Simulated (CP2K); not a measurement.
# SnTe (Fm-3m) in CP2K: settings compared

One crystal, SnTe, is run at these levels: PBE, RPBE; tasks: band structure.

Program: CP2K 2026.2. These are calculated values, not measurements. Logs are shortened: lines on timing, memory, paths and dates and some standing lists are left out, and cuts for length are marked.

**Measured values to compare with.**

From a printed reference work, textbook, for a bulk crystal of SnTe at 300 K: band gap 0.18 eV (direct).

The results are compared with them further down.

**1. The structure**

Symmetry: Fm-3m, No. 225, cubic system. Conventional cell: a = 6.302 Å, b = 6.302 Å, c = 6.302 Å, α = 90.00°, β = 90.00°, γ = 90.00°. Te (site symmetry m-3m) is surrounded by 6 Sn at 3.15 Å. Sn (site symmetry m-3m) has 6 Te at 3.15 Å as nearest neighbours.

**2. Band structure, PBE**

File snte_bands.inp:

```
&GLOBAL
  PROJECT snte_bands
  RUN_TYPE ENERGY_FORCE
  PRINT_LEVEL LOW
&END GLOBAL
&FORCE_EVAL
  METHOD QS
  STRESS_TENSOR ANALYTICAL
  &DFT
    BASIS_SET_FILE_NAME BASIS_MOLOPT_UZH
    POTENTIAL_FILE_NAME POTENTIAL_UZH
    &MGRID
      CUTOFF 450
      REL_CUTOFF 60
      NGRIDS 4
    &END MGRID
    &QS
      METHOD GPW
      EPS_DEFAULT 1.0E-10
    &END QS
    &KPOINTS
      SCHEME MONKHORST-PACK 7 7 7
      GAMMA_CENTERED T
      SYMMETRY T
      SYMMETRY_BACKEND SPGLIB
    &END KPOINTS
    &SCF
      SCF_GUESS ATOMIC
      EPS_SCF 1.0E-6
      MAX_SCF 100
      ADDED_MOS 10
      CHOLESKY OFF
      EPS_EIGVAL 1.0E-7
      &DIAGONALIZATION ON
        ALGORITHM STANDARD
      &END DIAGONALIZATION
      &MIXING ON
        METHOD BROYDEN_MIXING
        ALPHA 0.4
        BETA 1.5
        NBUFFER 8
      &END MIXING
      &SMEAR ON
        METHOD FERMI_DIRAC
        ELECTRONIC_TEMPERATURE 580.23
      &END SMEAR
    &END SCF
    &XC
      &XC_FUNCTIONAL PBE
      &END XC_FUNCTIONAL
    &END XC
    &PRINT
      &KPOINTS ON
      &END KPOINTS
      &MULLIKEN ON
      &END MULLIKEN
      &MO ON
        ENERGIES T
        OCCUPATION_NUMBERS T
        &EACH
          QS_SCF 0
        &END EACH
        ADD_LAST NUMERIC
      &END MO
      &BAND_STRUCTURE
        FILE_NAME bands.bs
        ADDED_MOS 4
        &KPOINT_SET
          UNITS B_VECTOR
          NPOINTS 10
          SPECIAL_POINT GAMMA 0.00000000 0.00000000 0.00000000
          SPECIAL_POINT X 0.50000000 0.00000000 0.50000000
          SPECIAL_POINT W 0.50000000 0.25000000 0.75000000
          SPECIAL_POINT K 0.37500000 0.37500000 0.75000000
          SPECIAL_POINT GAMMA 0.00000000 0.00000000 0.00000000
          SPECIAL_POINT L 0.50000000 0.50000000 0.50000000
          SPECIAL_POINT U 0.62500000 0.25000000 0.62500000
          SPECIAL_POINT W 0.50000000 0.25000000 0.75000000
          SPECIAL_POINT L 0.50000000 0.50000000 0.50000000
          SPECIAL_POINT K 0.37500000 0.37500000 0.75000000
        &END KPOINT_SET
        &KPOINT_SET
          UNITS B_VECTOR
          NPOINTS 10
          SPECIAL_POINT U 0.62500000 0.25000000 0.62500000
          SPECIAL_POINT X 0.50000000 0.00000000 0.50000000
        &END KPOINT_SET
      &END BAND_STRUCTURE
    &END PRINT
  &END DFT
  &SUBSYS
    &CELL
      ABC 4.4559748030 4.4559748030 4.4559748030
      ALPHA_BETA_GAMMA 60.0000000003 60.0000000003 59.9999999999
      PERIODIC XYZ
    &END CELL
    &COORD
      Te  4.4559748030 2.5726582520 1.8191440957
      Sn  0.0000000000 0.0000000000 0.0000000000
    &END COORD
    &KIND Te
      BASIS_SET TZVP-MOLOPT-PBE-GTH-q6
      POTENTIAL GTH-PBE-q6
    &END KIND
    &KIND Sn
      BASIS_SET TZVP-MOLOPT-PBE-GTH-q4
      POTENTIAL GTH-PBE-q4
    &END KIND
    &PRINT
      &ATOMIC_COORDINATES ON
      &END ATOMIC_COORDINATES
      &CELL ON
      &END CELL
    &END PRINT
  &END SUBSYS
  &PRINT
    &FORCES ON
    &END FORCES
    &STRESS_TENSOR ON
    &END STRESS_TENSOR
  &END PRINT
&END FORCE_EVAL
```

Potentials or basis: POTENTIAL_UZH Te GTH-PBE-q6, Sn GTH-PBE-q4; TZVP-MOLOPT-PBE-GTH basis.

On the command line:

```sh
> OMP_NUM_THREADS=1 cp2k.psmp -i snte_bands.inp -o snte_bands.out
```

snte_bands.out:

```text

 CP2K| version string:                                       CP2K version 2026.2
 CP2K| Input file name                                            snte_bands.inp

 GLOBAL| Force Environment number                                              1
 GLOBAL| Basis set file name                                    BASIS_MOLOPT_UZH
 GLOBAL| Potential file name                                       POTENTIAL_UZH
 GLOBAL| MM Potential file name                                     MM_POTENTIAL
 GLOBAL| Coordinate file name                                      __STD_INPUT__
 GLOBAL| Method name                                                        CP2K
 GLOBAL| Project name                                                 snte_bands
 GLOBAL| Run type                                                   ENERGY_FORCE
 GLOBAL| FFT library                                                       FFTW3
[... 8 lines left out ...]
 GLOBAL| CPU model name                                                  UNKNOWN

 CELL| Volume [angstrom^3]:                                            62.562368
 CELL| Vector a [angstrom]:       4.456     0.000     0.000   |a| =     4.455975
 CELL| Vector b [angstrom]:       2.228     3.859     0.000   |b| =     4.455975
 CELL| Vector c [angstrom]:       2.228     1.286     3.638   |c| =     4.455975
 CELL| Angle (b,c), alpha [degree]:                                    60.000000
 CELL| Angle (a,c), beta  [degree]:                                    60.000000
 CELL| Angle (a,b), gamma [degree]:                                    60.000000
 CELL| Numerically orthorhombic:                                              NO
 CELL| Periodicity                                                           XYZ

 CELL_REF| Volume [angstrom^3]:                                        62.562368
 CELL_REF| Vector a [angstrom     4.456     0.000     0.000   |a| =     4.455975
 CELL_REF| Vector b [angstrom     2.228     3.859     0.000   |b| =     4.455975
 CELL_REF| Vector c [angstrom     2.228     1.286     3.638   |c| =     4.455975
 CELL_REF| Angle (b,c), alpha [degree]:                                60.000000
 CELL_REF| Angle (a,c), beta  [degree]:                                60.000000
 CELL_REF| Angle (a,b), gamma [degree]:                                60.000000
 CELL_REF| Numerically orthorhombic:                                          NO
 CELL_REF| Periodicity                                                       XYZ
[... 10 lines left out ...]

  Total number of            - Atomic kinds:                                   2
                             - Atoms:                                          2
                             - Shell sets:                                     2
                             - Shells:                                        14
                             - Primitive Cartesian functions:                  8
                             - Cartesian basis functions:                     36
                             - Spherical basis functions:                     34

  Maximum angular momentum of- Orbital basis functions:                        2
                             - Local part of the GTH pseudopotential:          0
                             - Non-local part of the GTH pseudopotential:      4

 MODULE QUICKSTEP: ATOMIC COORDINATES IN ANGSTROM

   Atom Kind Element         X             Y             Z       Z(eff)     Mass
      1    1 Te   52      4.455975      2.572658      1.819144   6.0000 127.6000
      2    2 Sn   50      0.000000      0.000000      0.000000   4.0000 118.7100

 SCF PARAMETERS         Density guess:                                    ATOMIC
[... 9 lines left out ...]
                        --------------------------------------------------------
                        level_shift [a.u.]:                             0.000000
                        added MOs                                        10    0
                        --------------------------------------------------------
                        Mixing method:                            BROYDEN_MIXING
[... 11 lines left out ...]
 *******************************************************************************
 BRILLOUIN| K-point scheme                                        Monkhorst-Pack
 BRILLOUIN| K-Point grid                                             7    7    7
 BRILLOUIN| Gamma-centered k-point mesh                                     ON
 BRILLOUIN| K-point symmetry accuracy                               0.100000E-05
 BRILLOUIN| K-Point point group symmetrization                                ON
 BRILLOUIN| Symmetry backend                                             SPGLIB
 BRILLOUIN| Symmetry reduction method                                    SPGLIB
 BRILLOUIN| Wavefunction type                                            COMPLEX
 BRILLOUIN| List of Kpoints [2 Pi/Bohr]                                       20
[... 32 lines left out ...]

  Total energy:                                               -11.67518487693165
  Total energy (extrapolated to T->0):                        -11.67518368706514

 MO| EIGENVALUES AND OCCUPATION NUMBERS FOR K POINT 1
 MO|
 MO|  Index      Eigenvalue [a.u.]        Eigenvalue [eV]             Occupation
 MO|      1              -0.244866              -6.663149               2.000000
 MO|      2              -0.117254              -3.190642               2.000000
 MO|      3               0.114258               3.109111               2.000000
 MO|      4               0.114258               3.109111               2.000000
 MO|      5               0.174905               4.759417               1.996897
 MO|      6               0.200649               5.459925               0.001059
 MO|      7               0.201418               5.480865               0.000697
 MO|      8               0.201418               5.480867               0.000697
 MO|      9               0.505053              13.743196               0.000000
 MO|     10               0.568692              15.474892               0.000000
 MO|     11               0.568692              15.474897               0.000000
 MO|     12               0.591266              16.089168               0.000000
 MO|     13               0.684255              18.619512               0.000000
[... 268 lines left out ...]
 MO|      4               0.109135               2.969705               2.000000
 MO|      5               0.153746               4.183655               2.000000
 MO|      6               0.231680               6.304333               0.000000
 MO|      7               0.231680               6.304336               0.000000
 MO|      8               0.236708               6.441147               0.000000
 MO|      9               0.446234              12.142643               0.000000
 MO|     10               0.477816              13.002037               0.000000
 MO|     11               0.477816              13.002039               0.000000
 MO|     12               0.613364              16.690480               0.000000
 MO|     13               0.631500              17.183995               0.000000
 MO|     14               0.631500              17.183995               0.000000
 MO|     15               0.802427              21.835136               0.000000
 MO| Sum:                                                              10.000000
 MO| E(Fermi):            0.186788 a.u.          5.082764 eV

 [... the levels of further k-points ...]

 !-----------------------------------------------------------------------------!
                     Mulliken Population Analysis

 #  Atom  Element  Kind  Atomic population                           Net charge
       1     Te       1          6.366902                             -0.366902
       2     Sn       2          3.633098                              0.366902
 # Total charge                             10.000000                  0.000000

 !-----------------------------------------------------------------------------!

 KPOINTS| Band Structure Calculation
 KPOINTS| Number of k-point sets                                               2
 KPOINTS| Number of added MOs/bands                                            4
 KPOINTS| Number of k-points in set    1                                      91
 KPOINTS| In units of b-vector [2pi/Bohr]
 KPOINTS| Special point     1       GAMMA     0.000000     0.000000     0.000000
 KPOINTS| Special point     2           X     0.500000     0.000000     0.500000
 KPOINTS| Special point     3           W     0.500000     0.250000     0.750000
 KPOINTS| Special point     4           K     0.375000     0.375000     0.750000
 KPOINTS| Special point     5       GAMMA     0.000000     0.000000     0.000000
 KPOINTS| Special point     6           L     0.500000     0.500000     0.500000
 KPOINTS| Special point     7           U     0.625000     0.250000     0.625000
 KPOINTS| Special point     8           W     0.500000     0.250000     0.750000
 KPOINTS| Special point     9           L     0.500000     0.500000     0.500000
 KPOINTS| Special point    10           K     0.375000     0.375000     0.750000
 KPOINTS| Number of k-points in set    2                                      11
 KPOINTS| In units of b-vector [2pi/Bohr]
 KPOINTS| Special point     1           U     0.625000     0.250000     0.625000
 KPOINTS| Special point     2           X     0.500000     0.000000     0.500000

 ENERGY| Total FORCE_EVAL ( QS ) energy [hartree]            -11.675184475847530

 FORCES| Atomic forces [hartree/bohr]
 FORCES|   Atom     x               y               z               |f|
 FORCES|      1  6.50812359E-13  2.95594087E-13  2.13383280E-13   7.45965827E-13
 FORCES|      2 -1.67229647E-13  5.32548252E-14 -2.06984207E-13   2.71374820E-13
 FORCES| Sum     4.83582712E-13  3.48848912E-13  6.39907318E-15
 FORCES| Total atomic force                                       5.96312629E-13

 STRESS| Analytical stress tensor [bar]
 STRESS|                        x                   y                   z
 STRESS|      x        2.98932264008E+04   9.62727179761E-04  -5.99067391367E-04
 STRESS|      y        9.62727179761E-04   2.98930850670E+04   3.27456661716E-02
 STRESS|      z       -5.99067391367E-04   3.27456661716E-02   2.98927933229E+04
 STRESS| 1/3 Trace                                             2.98930349302E+04
 STRESS| Determinant                                           2.67122228237E+13

 STRESS| Eigenvectors and eigenvalues of the analytical stress tensor [bar]
 STRESS|                        1                   2                   3
 STRESS| Eigenvalues   2.98927896915E+04   2.98930886915E+04   2.98932264077E+04
 STRESS|      x           0.001606337778     -0.006468891610      0.999977786313
 STRESS|      y          -0.110191153126      0.993888456432      0.006606507664
 STRESS|      z           0.993909115288      0.110199317658     -0.000883705949
```

Run time: 10 s. Hardware: 1 thread of Arm Neoverse V2, shared host; peak memory 0.3 GiB.

Results:

```
Free energy             : -317.6979 eV
Pressure                : 3.0 GPa
Band gap along the path : 0.12 eV, direct
Mulliken charges        : Te -0.37; Sn +0.37 e
```

Levels at the corners of the path, in eV from the Fermi level:
| point | band 3 | band 4 | band 5 | band 6 | band 7 | band 8 |
| --- | --- | --- | --- | --- | --- | --- |
| Γ | -2.22 | -2.22 | -2.22 | 3.39 | 3.39 | 3.39 |
| X | -5.72 | -3.85 | -3.85 | 2.80 | 4.98 | 4.98 |
| W | -4.97 | -4.97 | -0.94 | 0.77 | 5.18 | 5.18 |
| K | -5.32 | -3.37 | -2.84 | 2.95 | 3.22 | 5.14 |
| Γ | -2.22 | -2.22 | -2.22 | 3.39 | 3.39 | 3.39 |
| L | -1.94 | -1.94 | -0.06 | 0.06 | 0.28 | 0.28 |
| U | -5.32 | -3.37 | -2.84 | 2.95 | 3.22 | 5.14 |
| W | -4.97 | -4.97 | -0.94 | 0.77 | 5.18 | 5.18 |
| L | -1.94 | -1.94 | -0.06 | 0.06 | 0.28 | 0.28 |
| K | -5.32 | -3.37 | -2.84 | 2.95 | 3.22 | 5.14 |
| U | -5.32 | -3.37 | -2.84 | 2.95 | 3.22 | 5.14 |
| X | -5.72 | -3.85 | -3.85 | 2.80 | 4.98 | 4.98 |

Caveat: Mulliken charges move with the basis; this odd mesh misses L, where the gap lies, so gap, dielectric constants and Born charges aren't listed; spin-orbit coupling is left out, which moves the levels of the heavy elements; the basis of atomic orbitals isn't converged, which shifts pressures, moduli and gaps.

**3. Band structure, RPBE**

Changes to snte_bands.inp since step 2:

```diff
@@ -14,3 +14,3 @@
       REL_CUTOFF 60
-      NGRIDS 4
+      NGRIDS 5
     &END MGRID
@@ -48,3 +48,7 @@
     &XC
-      &XC_FUNCTIONAL PBE
+      &XC_FUNCTIONAL
+        &GGA_X_RPBE
+        &END GGA_X_RPBE
+        &GGA_C_PBE
+        &END GGA_C_PBE
       &END XC_FUNCTIONAL
@@ -66,6 +70,6 @@
         FILE_NAME bands.bs
-        ADDED_MOS 4
+        ADDED_MOS 6
         &KPOINT_SET
           UNITS B_VECTOR
-          NPOINTS 10
+          NPOINTS 8
           SPECIAL_POINT GAMMA 0.00000000 0.00000000 0.00000000
@@ -83,3 +87,3 @@
           UNITS B_VECTOR
-          NPOINTS 10
+          NPOINTS 8
           SPECIAL_POINT U 0.62500000 0.25000000 0.62500000
@@ -92,4 +96,5 @@
     &CELL
-      ABC 4.4559748030 4.4559748030 4.4559748030
-      ALPHA_BETA_GAMMA 60.0000000003 60.0000000003 59.9999999999
+      A 4.4559748030 0.0000000000 0.0000000000
+      B 2.2279874015 3.8589873780 0.0000000000
+      C 2.2279874015 1.2863291260 3.6382881914
       PERIODIC XYZ
@@ -97,3 +102,4 @@
     &COORD
-      Te  4.4559748030 2.5726582520 1.8191440957
+      SCALED
+      Te  0.5000000000 0.5000000000 0.5000000000
       Sn  0.0000000000 0.0000000000 0.0000000000
@@ -113,2 +119,4 @@
       &END CELL
+      &SYMMETRY ON
+      &END SYMMETRY
     &END PRINT
```

Potentials or basis: POTENTIAL_UZH Te GTH-PBE-q6, Sn GTH-PBE-q4; TZVP-MOLOPT-PBE-GTH basis.

On the command line:

```sh
> OMP_NUM_THREADS=1 cp2k.psmp -i snte_bands.inp -o snte_bands.out
```

Run time: 12 s. Hardware: 1 thread of Arm Neoverse V2, shared host; peak memory 0.29 GiB.

The run converged. Its results:

```yaml
Free_energy: -317.9158 eV
Pressure: 3.5 GPa
Band_gap_along_the_path: 0.08 eV, direct
Mulliken_charges: Te -0.37; Sn +0.37 e
```

Levels at the corners of the path, in eV from the Fermi level:
```tsv
point	band 2	band 3	band 4	band 5	band 6	band 7	band 8	band 9
Γ	-4.83	-2.24	-2.24	-2.24	3.37	3.37	3.37	5.76
X	-6.62	-5.70	-3.86	-3.86	2.86	4.95	4.95	6.30
W	-7.51	-4.95	-4.95	-0.96	0.75	5.17	5.17	7.00
K	-7.56	-5.31	-3.37	-2.84	2.92	3.21	5.17	5.64
Γ	-4.83	-2.24	-2.24	-2.24	3.37	3.37	3.37	5.76
L	-8.47	-1.95	-1.95	-0.04	0.04	0.27	0.27	9.30
U	-7.56	-5.31	-3.37	-2.84	2.92	3.21	5.17	5.64
W	-7.51	-4.95	-4.95	-0.96	0.75	5.17	5.17	7.00
L	-8.47	-1.95	-1.95	-0.04	0.04	0.27	0.27	9.30
K	-7.56	-5.31	-3.37	-2.84	2.92	3.21	5.17	5.64
U	-7.56	-5.31	-3.37	-2.84	2.92	3.21	5.17	5.64
X	-6.62	-5.70	-3.86	-3.86	2.86	4.95	4.95	6.30
```

Caveat: Mulliken charges move with the basis; this odd mesh misses L, where the gap lies, so gap, dielectric constants and Born charges aren't listed; the potentials were made for another functional, which shifts forces and pressure; spin-orbit coupling is left out, which moves the levels of the heavy elements; the basis of atomic orbitals isn't converged, which shifts pressures, moduli and gaps.

**4. Comparison with measurements**

Step 2. Against the measured gap of SnTe, 0.18 eV (direct; 300 K; a printed reference work, textbook), the calculated 0.12 eV is off by -0.06 eV. Spin-orbit coupling on Sn, Te is left out. The value is that of PBE in an atomic basis (POTENTIAL_UZH Te GTH-PBE-q6, Sn GTH-PBE-q4; TZVP-MOLOPT-PBE-GTH basis), whose error adds to the functional's,, without temperature or zero-point motion. Semilocal functionals fall short of measured gaps as a rule.

Step 3. A measured gap of SnTe is 0.18 eV (direct; 300 K; a printed reference work, textbook); the calculated 0.08 eV misses it by -0.10 eV. Spin-orbit coupling on Sn, Te is left out. The value is that of RPBE in an atomic basis (POTENTIAL_UZH Te GTH-PBE-q6, Sn GTH-PBE-q4; TZVP-MOLOPT-PBE-GTH basis), whose error adds to the functional's,, without temperature or zero-point motion. Semilocal functionals fall short of measured gaps as a rule.
